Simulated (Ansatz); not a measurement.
Crystal: ZnS (Wurtzite-2H).

```
Zn S
1.0
     3.81100    0.00000    0.00000
    -1.90550    3.30042    0.00000
     0.00000    0.00000    6.23400
Zn S
2 2
Direct
  0.66667 0.33333 0.50000
  0.33333 0.66667 0.00000
  0.66667 0.33333 0.88500
  0.33333 0.66667 0.38500
```

```yaml
Program: Ansatz 0.2.0
Task: relaxation of cell and atoms
Functional: HF
Potentials_or_basis: Ansatz PAW
Cutoff: "420 eV (not typed: the program's choice for these potentials)"
k_mesh: 4 × 4 × 3
Occupations: fermi-dirac, width 0.05 eV
Spin: no spin polarisation
```

At the start: volume 19.60 Å³/atom.

**Question.** How do energy, volume and symmetry change on relaxing?

**Answer.** It ends after 5 steps and the volume is 21.86 Å³/atom (+11.5 %); space group P6_3mc (No. 186, to 0.05 Å).

Step by step:
```tsv
step	energy change (eV)	largest force (eV/Å)	volume (Å³)
1	0.0000	0.3880	78.41
2	-0.2202	0.2215	84.37
3	-0.2483	0.1040	87.02
4	-0.2506	0.0081	87.45
5	-0.2679	0.0082	87.45
```

Final structure:
```cif
data_structure
_symmetry_space_group_name_H-M 'P 1'
_symmetry_Int_Tables_number 1
_cell_length_a 3.9548
_cell_length_b 3.9548
_cell_length_c 6.4563
_cell_angle_alpha 90.000
_cell_angle_beta 90.000
_cell_angle_gamma 120.000
_cell_volume 87.45
loop_
_atom_site_label
_atom_site_type_symbol
_atom_site_fract_x
_atom_site_fract_y
_atom_site_fract_z
_atom_site_occupancy
Zn1 Zn 0.66667 0.33333 0.50478 1
Zn2 Zn 0.33333 0.66667 0.00478 1
S1 S 0.66667 0.33333 0.88022 1
S2 S 0.33333 0.66667 0.38022 1
```

Caveat: the k mesh is coarse (spacing up to 0.48 Å⁻¹), so the values aren't converged, least of all with exact exchange; the plane-wave basis is chosen anew once the cell has moved, so the energies of steps on either side of that aren't comparable; the volume moved by +12 % from the deposited cell, more than functionals usually miss; the PAW data sets come from PBE, with cores solved anew for the run's functional, which leaves a small shift of forces and pressure.
